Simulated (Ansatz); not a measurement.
# CoO in Ansatz: the effect of starting spin order

The system is CoO.

```
Co O
1.0
     1.60222    0.92504    2.56647
    -1.60222    0.92504    2.56647
     0.00000   -1.85008    2.56647
Co O
1 1
Direct
  0.99898 0.99898 0.99898
  0.75102 0.75102 0.75102
```

Measurements of this composition are mostly on another form, of space group No. 225.

Alike in all runs:

| Property | Result |
| --- | --- |
| Program | Ansatz 0.2.0 |
| Task | single point |
| Functional | PBEsol |
| Potentials or basis | Ansatz PAW |
| Cutoff | 420 eV (not typed: the program's choice for these potentials) |
| k mesh | 10 × 10 × 10 |
| Occupations | fermi-dirac, width 0.05 eV |

```csv
starting spin order,spin,starting moments,energy over the lowest run (meV/atom),final net moment (μB),final largest site moment (μB)
spin off,no spin polarisation,-,?,?,?
fm,"collinear spin, ferromagnetic start","[2.0, 0.0] μB",0.0,2.79,2.22
random,"collinear spin, random start","[1.71, 0.0] μB",0.0,2.79,2.22
"ferromagnetic start, larger moments","collinear spin, ferromagnetic start","[3.5, 0.0] μB",0.0,2.79,2.22
```

Question: What does the run with starting spin order spin off give?

Answer: Energy over the lowest run 160.7 meV/atom; final net moment 0.00 μB; final largest site moment 0.00 μB.

Caveats: a cell with one magnetic atom can't hold antiferromagnetic order, which such compounds often take (some runs); an odd number of electrons without spin polarisation forces a metal (some runs); a magnetic or distorted state may lie lower (some runs).
